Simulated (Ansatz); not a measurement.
Set up this calculation in Ansatz 0.2.0, as the native input.

- Task: relaxation of cell and atoms
- Functional: PBEsol
- Potentials or basis: Ansatz PAW
- Cutoff: 420 eV (not typed: the program's choice for these potentials)
- k mesh: 6 × 6 × 4
- Occupations: fermi-dirac, width 0.05 eV
- Spin: no spin polarisation
- Target pressure: 30 GPa
- Target pressure (GPa): 30

The system is Sb.

```
CELL_PARAMETERS angstrom
4.52770 0.00000 0.00000
0.00000 4.42110 0.00000
-1.32052 0.00000 6.36435
ATOMIC_POSITIONS crystal
Sb 0.33993 0.25000 0.68367
Sb 0.93664 0.75000 0.76276
Sb 0.06336 0.25000 0.23724
Sb 0.66007 0.75000 0.31633
```

This isn't the form of Sb at room conditions, which is rhombohedral.

One way to write it, as run:

input.yaml

```yaml
crystal:
  lattice:
    - [4.5277, 0.0, 0.0]
    - [0.0, 4.4211, 0.0]
    - [-1.320519, 0.0, 6.364348]
  atoms:
    - { symbol: Sb, position: [0.33993, 0.25, 0.68367] }
    - { symbol: Sb, position: [0.936638, 0.75, 0.762758] }
    - { symbol: Sb, position: [0.063362, 0.25, 0.237242] }
    - { symbol: Sb, position: [0.66007, 0.75, 0.31633] }
hamiltonian:
  xc: pbesol
  pseudopotentials: { kind: paw }
kpoints:
  mp_grid: { grid: [6, 6, 4] }
scf:
  occupations: { method: fermi_dirac, width: 0.05 }
output:
  forces: true
  stress: true
  eigenvalues: true
relax:
  f_tol: 0.01
  max_steps: 40
  cell: { stress_tol: 0.05, p_target: 30.0 }
```

Potentials or basis: Ansatz PAW.

The run is started by

```console
$ ansatz run input.yaml --threads 2 --pin off --max-ram 5632MiB --backend cpu --events-out ev --progress --plain --runs-dir out
```

Results of the run:

* Relaxed volume: 20.30 Å³/atom
* Relaxed cell: a = 3.034 Å, b = 4.937 Å, c = 5.471 Å, α = 90.00°, β = 97.68°, γ = 90.00°
* Space group after relaxing (to 0.05 Å): C2/m (No. 12)
* Energy change on relaxing (the enthalpy is what falls): +458.1 meV/atom
* Ionic steps: 26
* Pressure after relaxing: 30.0 GPa
* Band gap on the k mesh: none (metal or under the smearing width)

Caveat: the volume moved by over 15 % at a fixed basis, so the end points are rough; the plane-wave basis is chosen anew once the cell has moved, so the energies of steps on either side of that aren't comparable; the PAW data sets come from PBE, with cores solved anew for the run's functional, which leaves a small shift of forces and pressure.

Wall time 2.8 min on 2 threads of Intel(R) Xeon(R) Platinum 8259CL CPU @ 2.50GHz (Skylake/Cascade Lake) (shared host), peak memory 0.58 GiB.
